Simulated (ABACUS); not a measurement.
Runs of ABACUS 3.10.1 on GaAs. It takes space group F-43m (No. 216, cubic). Conventional cell: a = 5.654 Å, b = 5.654 Å, c = 5.654 Å, α = 90.00°, β = 90.00°, γ = 90.00°. As (site symmetry -43m) is surrounded by 4 Ga at 2.45 Å. Ga (site symmetry -43m) has 4 As at 2.45 Å as nearest neighbours. 

| task | level | potentials or basis | cell | k mesh | cutoff (eV) | radial cutoff of the potentials (pseudo_rcut) | SCF threshold on the density | eigensolver | symmetry key | path | gap on the mesh (eV) | pressure (GPa) | V0 of scaled cells (Å³/atom) | B0 (GPa) |
| --- | --- | --- | --- | --- | --- | --- | --- | --- | --- | --- | --- | --- | --- | --- |
| single point | LDA | GBRV ultrasoft 1.5 LDA, plane waves | as given | 6 × 6 × 6 | 544 | 10 bohr | 1e-08 | dav | 1 | - | 0.28 | -2.0 | - | - |
| equation of state | PW91 | GBRV ultrasoft 1.5 PBE, plane waves | as given | 6 × 6 × 6 | 544 | 10 bohr | 1e-08 | dav | 1 | - | - | - | 23.74 | 59 |
| single point | LDA-PW92 | GBRV ultrasoft 1.5 LDA, plane waves | as given | 6 × 6 × 6 | 544 | 10 bohr | 1e-08 | dav | 1 | - | 0.28 | (a) | - | - |
| equation of state | LDA | PseudoDojo NC SR 0.4.1 LDA standard, DZP LCAO (the cutoffs set its grid) | as given | 7 × 7 × 7 | 1361 | 10 bohr | 1e-07 | genelpa | 1 | - | - | - | 22.36 | (c) |
| single point | TPSS | SG15 ONCV 1.2 PBE, plane waves | as given | 5 × 5 × 5 | 1320 | 10 bohr | 1e-08 | dav | 1 | - | 0.65 | (d) | - | - |
| single point | AM05 | PseudoDojo NC SR 0.4 PBEsol stringent, plane waves | as given | 6 × 6 × 6 | 1551 | 10 bohr | 1e-08 | dav | 1 | - | 0.47 | (b) | - | - |
| relaxation of cell and atoms | PBE | SPMS ONCV 1.0 PBE, plane waves | relaxed | 6 × 6 × 6 | 1143 | 7 bohr | 1e-08 | dav | 1 | - | 0.14 | 0.0 | - | - |

Alike in all rows: no spin polarisation; smearing fermi-dirac 0.05 eV.

Question: Estimate the missing entries.

Answer: (a) -2.1; (b) 0.3; (c) 74; (d) 2.4.

Caveats: the potentials were made for another functional, which shifts forces and pressure (some runs); the atomic orbitals were generated for these runs and aren't a published set (some runs); the basis of atomic orbitals isn't converged, which shifts pressures, moduli and gaps (some runs); an odd mesh through Γ misses points on the zone boundary, where band edges often lie (some runs).

A k mesh can miss the band edges, and the runs leave out spin-orbit coupling on As, Ga.

Not every run made on this cell is shown here.
